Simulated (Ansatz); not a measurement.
## Mo (omega (AlB2-type)): energy against volume

Method: DFT, RPBE, plane waves (420 eV) with PAW, scalar-relativistic in Ansatz. The PAW files were generated under PBE, with cores re-solved for the functional.

The cell is scaled uniformly from the relaxed one, with fractional coordinates and shape fixed. Energies are extrapolated to zero smearing, pressures are those at the given smearing. Magnetic state: spin not included.

A Birch-Murnaghan fit gives V₀ = 16.35 Å³/atom, B₀ = 227 GPa, B₀′ = 4.2.

Q: What are the energy above the minimum and the pressure at 14.394 Å³/atom?

A: 205.7 meV/atom and 37.89 GPa as computed.

Q: What are the energy above the minimum and the pressure at 15.703 Å³/atom?

A: 19.2 meV/atom and 10.13 GPa as computed.

Q: What are the energy above the minimum and the pressure at 17.665 Å³/atom?

A: 66.2 meV/atom and -14.80 GPa as computed.
